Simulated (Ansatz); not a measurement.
# BaTiO3 (Barioperovskite) (P1) in Ansatz: convergence with k mesh

Aim: find how far k mesh must go before the results for BaTiO3 (Barioperovskite) settle, at PBEsol. This setting moves, with any that are tied to it; all else stays.

Program: Ansatz 0.2.0. These are calculated values, not measurements. Logs are shortened: lines on timing, memory, paths and dates and some standing lists are left out, and cuts for length are marked.

### Step 1. The cell of the first run

The typed cell holds 5 atoms: a = 3.986 Å, b = 4.018 Å, c = 4.018 Å, α = 89.83°, β = 90.00°, γ = 90.00°.

The cell isn't the ideal one: atoms moved at random, drawn with an rms of 0.05 Å.

### Step 2. With k mesh 2 × 2 × 2

Input file input.yaml:

```yaml
crystal:
  lattice:
    - [3.9855, 0.0, 0.0]
    - [0.0, 2.8369, 2.84515]
    - [0.0, -2.8369, 2.84515]
  atoms:
    - { symbol: Ba, position: [0.000522, -0.000146, 0.006069] }
    - { symbol: Ti, position: [0.503928, 0.51327, 0.519971] }
    - { symbol: O, position: [0.500399, 0.977165, 0.503131] }
    - { symbol: O, position: [0.516827, 0.502107, 1.009653] }
    - { symbol: O, position: [0.005246, 0.489722, 0.502551] }
hamiltonian:
  xc: pbesol
  pseudopotentials: { kind: paw }
kpoints:
  mp_grid: { grid: [2, 2, 2] }
scf:
  occupations: { method: methfessel_paxton, width: 0.1 }
output:
  forces: true
  stress: true
  eigenvalues: true
```

Potentials or basis: Ansatz PAW.

On the command line:

```
$ ansatz run input.yaml --threads 2 --pin off --max-ram 5632MiB --backend cpu --events-out ev --progress --plain --runs-dir out
```

It took 0.84 s on 2 threads of Arm Neoverse V2, shared host; peak memory 0.31 GiB.

What came out:

- Free energy: -10026.8120 eV
- Pressure: -1.3 GPa
- Largest force: 2.165 eV/Å
- Band gap on the k mesh: 1.62 eV, indirect (least direct gap 1.88 eV)

### Step 3. With k mesh 3 × 3 × 3

Changes to input.yaml since step 2:

```diff
@@ -15,3 +15,3 @@
 kpoints:
-  mp_grid: { grid: [2, 2, 2] }
+  mp_grid: { grid: [3, 3, 3] }
 scf:
```

Potentials or basis: Ansatz PAW.

On the command line:

```
$ ansatz run input.yaml --threads 2 --pin off --max-ram 5632MiB --backend cpu --events-out ev --progress --plain --runs-dir out
```

Run time: 1.7 s. Hardware: 2 threads of Arm Neoverse V2, shared host; peak memory 0.33 GiB.

Results:

```
Free energy            : -10027.3631 eV
Pressure               : -3.1 GPa
Largest force          : 0.718 eV/Å
Band gap on the k mesh : 2.07 eV, direct
```

### Step 4. With k mesh 4 × 4 × 4

Changes to input.yaml since step 3:

```diff
@@ -15,3 +15,3 @@
 kpoints:
-  mp_grid: { grid: [3, 3, 3] }
+  mp_grid: { grid: [4, 4, 4] }
 scf:
```

On the command line:

```
$ ansatz run input.yaml --threads 2 --pin off --max-ram 5632MiB --backend cpu --events-out ev --progress --plain --runs-dir out
```

It took 3.6 s on 2 threads of Arm Neoverse V2, shared host; peak memory 0.37 GiB.

What came out:

```
Free energy            : -10027.4223 eV
Pressure               : -3.3 GPa
Largest force          : 0.651 eV/Å
Band gap on the k mesh : 1.86 eV, indirect (least direct gap 2.10 eV)
```

### Step 5. With k mesh 5 × 5 × 5

Changes to input.yaml since step 4:

```diff
@@ -15,3 +15,3 @@
 kpoints:
-  mp_grid: { grid: [4, 4, 4] }
+  mp_grid: { grid: [5, 5, 5] }
 scf:
```

On the command line:

```
$ ansatz run input.yaml --threads 2 --pin off --max-ram 5632MiB --backend cpu --events-out ev --progress --plain --runs-dir out
```

Wall time 6.4 s (2 threads of Arm Neoverse V2, shared host); peak memory 0.41 GiB.

What came out:

- Free energy: -10027.4302 eV
- Pressure: -3.3 GPa
- Largest force: 0.637 eV/Å
- Band gap on the k mesh: 2.02 eV, indirect (least direct gap 2.11 eV)

### Step 6. With k mesh 6 × 6 × 6

Changes to input.yaml since step 5:

```diff
@@ -15,3 +15,3 @@
 kpoints:
-  mp_grid: { grid: [5, 5, 5] }
+  mp_grid: { grid: [6, 6, 6] }
 scf:
```

Potentials or basis: Ansatz PAW.

On the command line:

```
$ ansatz run input.yaml --threads 2 --pin off --max-ram 5632MiB --backend cpu --events-out ev --progress --plain --runs-dir out
```

It took 11 s on 2 threads of Arm Neoverse V2, shared host; peak memory 0.46 GiB.

It converged, with:

```yaml
Free_energy: -10027.4312 eV
Pressure: -3.3 GPa
Largest_force: 0.633 eV/Å
Band_gap_on_the_k_mesh: 1.87 eV, indirect (least direct gap 2.11 eV)
```

### Step 7. With k mesh 8 × 8 × 8

Changes to input.yaml since step 6:

```diff
@@ -15,3 +15,3 @@
 kpoints:
-  mp_grid: { grid: [6, 6, 6] }
+  mp_grid: { grid: [8, 8, 8] }
 scf:
```

On the command line:

```
$ ansatz run input.yaml --threads 2 --pin off --max-ram 5632MiB --backend cpu --events-out ev --progress --plain --runs-dir out
```

Wall time 25 s (2 threads of Arm Neoverse V2, shared host); peak memory 0.64 GiB.

It converged, with:

```
Free energy            : -10027.4313 eV
Pressure               : -3.3 GPa
Largest force          : 0.632 eV/Å
Band gap on the k mesh : 1.87 eV, indirect (least direct gap 2.11 eV)
```

### Step 8. With k mesh 9 × 9 × 9

Changes to input.yaml since step 7:

```diff
@@ -15,3 +15,3 @@
 kpoints:
-  mp_grid: { grid: [8, 8, 8] }
+  mp_grid: { grid: [9, 9, 9] }
 scf:
```

On the command line:

```
$ ansatz run input.yaml --threads 2 --pin off --max-ram 5632MiB --backend cpu --events-out ev --progress --plain --runs-dir out
```

Wall time 36 s (2 threads of Arm Neoverse V2, shared host); peak memory 0.78 GiB.

The run converged. Its results:

```yaml
Free_energy: -10027.4313 eV
Pressure: -3.3 GPa
Largest_force: 0.632 eV/Å
Band_gap_on_the_k_mesh: 1.93 eV, indirect (least direct gap 2.11 eV)
```

### Step 9. With k mesh 11 × 11 × 11

Changes to input.yaml since step 8:

```diff
@@ -15,3 +15,3 @@
 kpoints:
-  mp_grid: { grid: [9, 9, 9] }
+  mp_grid: { grid: [11, 11, 11] }
 scf:
```

Potentials or basis: Ansatz PAW.

On the command line:

```
$ ansatz run input.yaml --threads 2 --pin off --max-ram 5632MiB --backend cpu --events-out ev --progress --plain --runs-dir out
```

Standard output:

```text
Warning: RAYON_NUM_THREADS=2 ignored (pool sized by the plan → 2); use --threads N
Engine: ansatz 0.2.0, aarch64-unknown-linux-gnu
Pseudopotentials: kind: paw
Pseudopotential: Ba, paw, valence charge 10, recommended cutoff 420 eV (normal), Ba.paw.azcp
Pseudopotential: Ti, paw, valence charge 12, recommended cutoff 420 eV (normal), Ti.paw.azcp
Pseudopotential: O, paw, valence charge 6, recommended cutoff 420 eV (normal), O.paw.azcp
Functional definition: PBEsol
  exchange = pbesol_x
  correlation = pbesol_c
Crystal: 5 atoms, lattice volume = 64.337 Å³
Basis set: ecut = 420 eV, 1249 PW (Γ), exchange–correlation on 54×54×54 points (8 copies of the dense FFT grid, shifted against one another)
Bands: 25, of which v1, the nominal top of the filled ones, is band 20 counted from 1 (19 counted from 0)
Symmetry: 1 space group operations
Space group: P1 (ITA 1), of the structure as read, at distance tolerance 4.0e-5 Å
k-points: 666 of 1331 (time reversal used)
Non-local potential: Ba, projectors of the file, l = 0: 3, l = 1: 2, l = 2: 2, l = 3: 2
Non-local potential: Ti, projectors of the file, l = 0: 3, l = 1: 2, l = 2: 3, l = 3: 1
Non-local potential: O, projectors of the file, l = 0: 2, l = 1: 2, l = 2: 1
PAW form: soft (Blöchl's): semilocal exchange-correlation on the pseudo side does not see the compensation charge
PAW frozen core: Ba, regenerated for the run's functional, and the local potential with it (the file was generated under x = pbe(κ = 0.804, μ = 0.2195149727645171), c = pbe(β = 0.06672455060314922))
PAW frozen core: Ti, regenerated for the run's functional, and the local potential with it (the file was generated under x = pbe(κ = 0.804, μ = 0.2195149727645171), c = pbe(β = 0.06672455060314922))
PAW frozen core: O, regenerated for the run's functional, and the local potential with it (the file was generated under x = pbe(κ = 0.804, μ = 0.2195149727645171), c = pbe(β = 0.06672455060314922))
PAW one-centre angular grid: Ba, 194 points (default); XC on 64 Gauss nodes
PAW one-centre angular grid: Ti, 590 points (default); XC on 64 Gauss nodes
PAW one-centre angular grid: O, 110 points (default); XC on 64 Gauss nodes
Initial density: superposition of atomic densities (neutral atoms: chi_scale 0, normalization atom), corrected by the library's trained network
Initial wavefunctions: pseudopotential atomic-orbital guess
Functional: x = pbesol(κ = 0.804, μ = 0.12345679012345678), c = pbesol(β = 0.046)
SCF iter   1: F=—  HF=-10027.466160 eV  |F-HF|=—  |Δ(HF+E_count)|=         —  Δρ=1.71e-2  dr2=1.62e-1  ethr=1.77e-3  ⟨swp⟩=5.8  Hψ=81651  notcnv=0
preconditioner: auto → Resta (q_TF=auto, 2.521 Å⁻¹)  ε∞=5.8  [insulator: Δε(μ)=1.722 eV  Ē_g=11.894 eV  σ=0.100 eV  W_gap=1.00  n_scr=18 (ndim 8)  ℏωp=26.2 eV  f_vac=0.000  D(μ)=-0.00/eV (n_scr^D=0)  ε∞_Penn≈5.8]
SCF iter   2: F=—  HF=-10027.433279 eV  |F-HF|=—  |Δ(HF+E_count)|=   3.29e-2  S|Δr|=    0.00e0  Δρ=4.36e-3  dr2=1.48e-2  ethr=4.06e-4  ⟨swp⟩=2.6  Hψ=31908  notcnv=0  defer=662
SCF iter   3: F=—  HF=-10027.431512 eV  |F-HF|=—  |Δ(HF+E_count)|=   1.77e-3  S|Δr|=    0.00e0  Δρ=1.47e-3  dr2=1.72e-3  ethr=3.70e-5  ⟨swp⟩=2.5  Hψ=23921  notcnv=0  defer=662
SCF iter   4: F=—  HF=-10027.431298 eV  |F-HF|=—  |Δ(HF+E_count)|=   2.13e-4  S|Δr|=    0.00e0  Δρ=1.37e-4  dr2=1.31e-5  ethr=4.31e-6  ⟨swp⟩=2.0  Hψ=21866  notcnv=0  defer=662
SCF iter   5: F=—  HF=-10027.431265 eV  |F-HF|=—  |Δ(HF+E_count)|=   3.33e-5  S|Δr|=    0.00e0  Δρ=2.71e-5  dr2=4.28e-7  ethr=3.28e-8  ⟨swp⟩=2.0  Hψ=28503  notcnv=0  defer=662
SCF iter   6: F=-10027.431265 eV  HF=-10027.431265 eV  |F-HF|=9.91e-10  |Δ(HF+E_count)|=   1.51e-7  S|Δr|=    0.00e0  Δρ=7.33e-6  dr2=2.45e-8  ethr=2.50e-10  ⟨swp⟩=9.8  Hψ=95603  notcnv=0
SCF 1 converged in 6 iterations: F = -10027.431265 eV  dr2 = 2.45e-8
SCF converged after 6 iterations
Stability not checked: this state was not tested for a lower state beside it, because cold or Methfessel-Paxton smearing, or corrected tetrahedra, fill the levels in a way that the test cannot read (fill_not_monotonic; see scf.lower_state_search)
Free energy (F): -10027.431265 eV
Harris-Foulkes:  -10027.431265 eV  (|F-HF|=9.91e-10)
Internal energy: -10027.431265 eV  (E = F + TS)
E sigma→0 (E₀):  -10027.431265 eV
Fermi energy:    11.074548 eV
Step filling:    the computed levels leave a gap of 1.9109 eV = 19.1 smearing widths at the electron count; against every level under it full and every level over it empty, smearing changes F+E_penalty+E_count by +3.66e-41 meV and its σ→0 estimate by -1.65e-39 meV
--- Per-component energies (eV) ---
  E_band       = -145.485665
  E_kinetic    = 966.985715
  E_local      = -2105.938044  (includes V_loc(G=0)·N_el)
  E_nonlocal   = 206.978237
  E_hartree    = 819.368884
  E_xc         = -485.982096
  E_vxc        = -542.735572  (∫ρ·V_xc dr)
  E_paw        = -6616.696523  (= ΣΔE_a)
  E_vpaw       = -309.523273  (= ΣTr[D̂ρ^β])
  E_aug_tail   = 0.007378  (compensation charges beyond the density's cutoff)
  E_ewald      = -2812.551497
  E_core_change = 0.396681  (= ΣΔE_core)
  E_smearing   = 0.000000  (= −TS)
  E_closure    = 0.000000  (closes the sum)
  Σ components = -10027.431265   (vs F -10027.431265, Δ=0.00e0)
--- Forces (eV/Å), atoms counted from 1 ---
  atom   1  Ba     0.09926342    -0.09949234     0.17051396
  atom   2  Ti    -0.03728836     0.22208019     0.11709567
  atom   3  O      0.06067471     0.01760160     0.25526111
  atom   4  O     -0.24269158     0.08908842    -0.57681264
  atom   5  O      0.12003719    -0.22930708     0.03391049
  max |Σ_I F_I| component: 3.14e-5 eV/Å
--- Stress (GPa, compression-positive) ---
       -3.381400       0.043140      -0.028404
        0.043140      -3.183738       1.172838
       -0.028404       1.172838      -3.343236
  P = ⅓ Tr σ = -3.3028 GPa (-33.028 kbar)
--- Band table (eV; the first three rows and the last of 666) ---
  k-point 0: bands = ["-46.0529", "-22.4422", "-22.3897", "-22.3887", "-14.5004", "-6.6462", "-5.9970", "-5.9174", "0.2915", "0.3079", "0.3209", "7.8205", "7.8315", "7.8533", "8.8332", "8.8653", "9.0004", "9.8178", "9.8383", "9.9119", "12.0230", "12.1841", "12.2456", "14.2574", "14.3864"]
  k-point 1: bands = ["-46.0528", "-22.4421", "-22.3938", "-22.3886", "-14.4911", "-6.6532", "-5.9923", "-5.9117", "0.3182", "0.3276", "0.3351", "7.6965", "7.8002", "7.8241", "8.6916", "8.8058", "8.9675", "9.6507", "9.7511", "9.8613", "12.1612", "12.2640", "12.3141", "14.3679", "14.5121"]
  k-point 2: bands = ["-46.0527", "-22.4416", "-22.4047", "-22.3882", "-14.4659", "-6.6878", "-5.9791", "-5.8778", "0.3539", "0.3694", "0.4209", "7.3407", "7.7241", "7.7409", "8.4334", "8.6421", "8.8461", "9.2349", "9.6007", "9.7171", "12.2421", "12.6002", "12.6441", "14.3733", "15.0216"]
  k-point 665: bands = ["-46.0519", "-22.4439", "-22.4429", "-22.3912", "-14.3642", "-6.7992", "-5.9213", "-5.6673", "0.3935", "0.5277", "0.6394", "6.1458", "7.2701", "7.3637", "7.5108", "7.8634", "8.7373", "8.8246", "9.0120", "9.2011", "12.5285", "13.7207", "13.7837", "14.6306", "16.2830"]
```

Run time: 65 s. Hardware: 2 threads of Arm Neoverse V2, shared host; peak memory 1.1 GiB.

Results:

| Property | Result |
| --- | --- |
| Free energy | -10027.4313 eV |
| Pressure | -3.3 GPa |
| Largest force | 0.632 eV/Å |
| Band gap on the k mesh | 1.91 eV, indirect (least direct gap 2.11 eV) |

### Step 10. Summary

```tsv
k mesh	energy less the tightest run, at zero smearing (meV/atom)	pressure (GPa)	largest force (eV/Å)	gap on the mesh (eV)	SCF cycles	CPU time (s)	peak memory (GiB)
2 × 2 × 2	123.85	-1.29	2.165	1.621	6	1.5	0.31
3 × 3 × 3	13.64	-3.12	0.718	2.068	6	3.2	0.33
4 × 4 × 4	1.80	-3.28	0.651	1.860	6	6.9	0.37
5 × 5 × 5	0.22	-3.30	0.637	2.024	6	13	0.41
6 × 6 × 6	0.02	-3.30	0.633	1.867	6	22	0.46
8 × 8 × 8	-0.01	-3.30	0.632	1.867	6	50	0.64
9 × 9 × 9	0.00	-3.30	0.632	1.930	6	71	0.78
11 × 11 × 11	0.00	-3.30	0.632	1.911	6	130	1.1
```

Against the tightest run, the energy stays within 1 meV/atom from 5 × 5 × 5 on; the pressure stays within 0.1 GPa from 4 × 4 × 4 on; the largest force stays within 0.005 eV/Å from 5 × 5 × 5 on. Not settled before the last step: the gap on the mesh (to 0.01 eV). Meshes of other sizes hit other points, so gaps and Fermi surfaces needn't settle smoothly. The tightest run that finished is the yardstick and may itself not be fully converged.

Caveats: odd divisions of the mesh miss points on the zone boundary, where band edges often lie, so the gap on the mesh can be too wide; spin-orbit coupling is left out, which moves the levels of the heavy elements; the PAW data sets come from PBE, with cores solved anew for the run's functional, which leaves a small shift of forces and pressure.
